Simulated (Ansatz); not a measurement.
Steps from a short run of molecular dynamics on a 2×2×2 supercell (16 atoms) of MgS (CsCl type), relaxed with r2SCAN; forces from r2SCAN in Ansatz 0.2.0, 2×2×2 mesh, Fermi-Dirac smearing of 0.112 eV, constant energy and volume (NVE), started at 1300 K. Classical nuclei, no spin polarisation; a few dozen steps show the first response, not equilibrium. The structure comes from a prototype and may be hypothetical.

Cell vectors in Å:
```
6.5256 0.0000 0.0000
0.0000 6.5256 0.0000
0.0000 0.0000 6.5256
```

Task: At 6 fs the positions in Å are
```
Mg   0.013   0.032  -0.024
S    1.628   1.645   1.663
Mg   0.027  -0.064   3.293
S    1.648   1.661   4.863
Mg  -0.036   3.257  -0.036
S    1.648   4.931   1.621
Mg   0.037   3.314   3.280
S    1.547   4.910   4.862
Mg   3.241  -0.042   0.060
S    4.931   1.609   1.600
Mg   3.264   0.060   3.325
S    4.891   1.638   4.906
Mg   3.212   3.220  -0.028
S    4.882   4.880   1.625
Mg   3.256   3.202   3.200
S    4.957   4.886   4.947
```
What are the forces, and how far does the free energy (smearing included) lie above that of step 0, with the atoms on their sites?

Result: 1.4 meV an atom; forces in eV/Å:
```
Mg  -0.146  -0.123   0.095
S    0.164   0.287   0.123
Mg  -0.114   0.153  -0.147
S    0.229   0.018   0.383
Mg  -0.133   0.125   0.119
S    0.151   0.175  -0.451
Mg  -0.127  -0.166  -0.101
S    0.201   0.074  -0.274
Mg   0.184   0.000   0.112
S    0.069  -0.255  -0.221
Mg   0.066  -0.186  -0.067
S   -0.236  -0.017  -0.394
Mg   0.123  -0.029   0.001
S   -0.224  -0.352   0.631
Mg   0.127   0.182  -0.049
S   -0.332   0.114   0.241
```

Task: At 9 fs the positions in Å are
```
Mg   0.019   0.047  -0.036
S    1.626   1.652   1.679
Mg   0.040  -0.096   3.308
S    1.657   1.676   4.849
Mg  -0.054   3.255  -0.053
S    1.657   4.949   1.615
Mg   0.056   3.338   3.288
S    1.506   4.918   4.845
Mg   3.230  -0.063   0.091
S    4.949   1.596   1.584
Mg   3.265   0.089   3.356
S    4.888   1.641   4.911
Mg   3.187   3.198  -0.041
S    4.875   4.871   1.625
Mg   3.254   3.172   3.168
S    4.987   4.882   4.974
```
What are the forces, and how far does the free energy (smearing included) lie above that of step 0, with the atoms on their sites?

Result: 3.3 meV an atom; forces in eV/Å:
```
Mg  -0.213  -0.182   0.146
S    0.247   0.410   0.168
Mg  -0.207   0.260  -0.258
S    0.282   0.033   0.559
Mg  -0.188   0.171   0.198
S    0.160   0.240  -0.645
Mg  -0.211  -0.265  -0.175
S    0.413   0.110  -0.332
Mg   0.297   0.009   0.159
S    0.122  -0.376  -0.322
Mg   0.097  -0.289  -0.107
S   -0.357  -0.025  -0.571
Mg   0.193  -0.034   0.011
S   -0.328  -0.529   0.921
Mg   0.204   0.279  -0.078
S   -0.511   0.184   0.326
```

Task: At 15 fs the positions in Å are
```
Mg   0.028   0.076  -0.057
S    1.626   1.671   1.713
Mg   0.064  -0.156   3.334
S    1.677   1.706   4.825
Mg  -0.093   3.252  -0.086
S    1.675   4.989   1.596
Mg   0.089   3.384   3.302
S    1.427   4.935   4.808
Mg   3.213  -0.106   0.154
S    4.987   1.568   1.548
Mg   3.268   0.144   3.416
S    4.880   1.648   4.915
Mg   3.140   3.154  -0.069
S    4.858   4.849   1.631
Mg   3.251   3.116   3.104
S    5.042   4.877   5.031
```
What are the forces, and how far does the free energy (smearing included) lie above that of step 0, with the atoms on their sites?

Result: 10.0 meV an atom; forces in eV/Å:
```
Mg  -0.318  -0.290   0.243
S    0.380   0.577   0.189
Mg  -0.484   0.568  -0.580
S    0.225   0.069   0.882
Mg  -0.251   0.206   0.391
S    0.009   0.286  -0.934
Mg  -0.413  -0.506  -0.369
S    1.106   0.154  -0.268
Mg   0.570   0.060   0.188
S    0.207  -0.577  -0.462
Mg   0.152  -0.527  -0.181
S   -0.507  -0.029  -0.881
Mg   0.340  -0.006   0.043
S   -0.425  -0.843   1.432
Mg   0.400   0.514  -0.097
S   -0.993   0.344   0.404
```
